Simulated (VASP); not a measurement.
A run of VASP 6.6.1 is set up as follows.

POSCAR

```
BN
1.0
    1.2511217832      0.7223354983      3.3729344033
   -1.2511217832      0.7223354983      3.3729344033
    0.0000000000     -1.4446709966      3.3729344033
N B
1 1
Direct
    0.6672382000      0.6672382000      0.6672382000
    0.0003288000      0.0003288000      0.0003288000
```

Contents of INCAR.step1:

```
SYSTEM = BN
  PREC = Accurate
  ENCUT = 520
  EDIFF = 1E-8
  ISMEAR = -1
  SIGMA = 0.05
  LREAL = .FALSE.
  LASPH = .TRUE.
  NELM = 80
  ALGO = Normal
  ISIF = 2
  LWAVE = .FALSE.
  LCHARG = .FALSE.
  GGA = PE
  LEPSILON = .TRUE.
```

Contents of KPOINTS.step1:

```
Automatic mesh
0
G
  12 12 12
  0 0 0
```

File INCAR.step2:

```
SYSTEM = BN
  PREC = Accurate
  ENCUT = 520
  EDIFF = 1E-5
  ISMEAR = -1
  SIGMA = 0.05
  LREAL = .FALSE.
  LASPH = .TRUE.
  NELM = 80
  ALGO = Normal
  ISIF = 2
  LWAVE = .TRUE.
  LCHARG = .FALSE.
  NBANDS = 11
  GGA = PE
```

File KPOINTS.step2:

```
Automatic mesh
0
G
  6 6 6
  0 0 0
```

INCAR.step3

```
SYSTEM = BN
  PREC = Accurate
  ENCUT = 520
  EDIFF = 1E-6
  ISMEAR = -1
  SIGMA = 0.05
  LREAL = .FALSE.
  LASPH = .TRUE.
  NELM = 80
  ALGO = Normal
  ISIF = 2
  LWAVE = .FALSE.
  LCHARG = .FALSE.
  METAGGA = R2SCAN
  LHFCALC = .TRUE.
  AEXX = 0.2493
  LMIXTAU = .TRUE.
  PRECFOCK = Normal
  NBANDS = 11
  ISTART = 1
```

Contents of KPOINTS.step3:

```
Automatic mesh
0
G
  6 6 6
  0 0 0
```

The input KPOINTS_OPT:

```
path GLB1,BZGX,QFP1Z,LP
8
line-mode
reciprocal
 0.0000000000  0.0000000000  0.0000000000  G
 0.5000000000  0.0000000000  0.0000000000  L

 0.5000000000  0.0000000000  0.0000000000  L
 0.5000000000  0.1972419765 -0.1972419765  B1

 0.8027580235  0.5000000000  0.1972419765  B
 0.5000000000  0.5000000000  0.5000000000  Z

 0.5000000000  0.5000000000  0.5000000000  Z
 0.0000000000  0.0000000000  0.0000000000  G

 0.0000000000  0.0000000000  0.0000000000  G
 0.3486209883  0.0000000000 -0.3486209883  X

 0.6513790117  0.3486209883  0.0000000000  Q
 0.5000000000  0.5000000000  0.0000000000  F

 0.5000000000  0.5000000000  0.0000000000  F
 0.6513790117  0.6513790117  0.1972419765  P1

 0.6513790117  0.6513790117  0.1972419765  P1
 0.5000000000  0.5000000000  0.5000000000  Z

 0.5000000000  0.0000000000  0.0000000000  L
 0.8027580235  0.3486209883  0.3486209883  P
```

Potentials or basis: VASP PAW PBE potentials, release 64 (N, B).

Launch:

```bash
$ cat potpaw_PBE.64/N/POTCAR potpaw_PBE.64/B/POTCAR > POTCAR
$ cp INCAR.step1 INCAR
$ cp KPOINTS.step1 KPOINTS
$ mpirun -np 1 vasp_std > vasp.out
$ cp INCAR.step2 INCAR
$ cp KPOINTS.step2 KPOINTS
$ mpirun -np 1 vasp_std > vasp.out
$ cp INCAR.step3 INCAR
$ cp KPOINTS.step3 KPOINTS
$ mpirun -np 1 vasp_std > vasp.out
```

(1) Predict the largest force.

(2) Estimate the pressure.

Answers

(1) 0.010 eV/Å.

(2) -3.3 GPa.

Caveat: the k mesh is coarse (spacing up to 0.49 Å⁻¹), so the values aren't converged, least of all with exact exchange; an unscreened hybrid on a path of extra k points without a Coulomb cutoff has errors near the mesh points, so the bands along the path aren't reliable; the PAW data sets were made with another functional, which shifts forces and pressure a little.
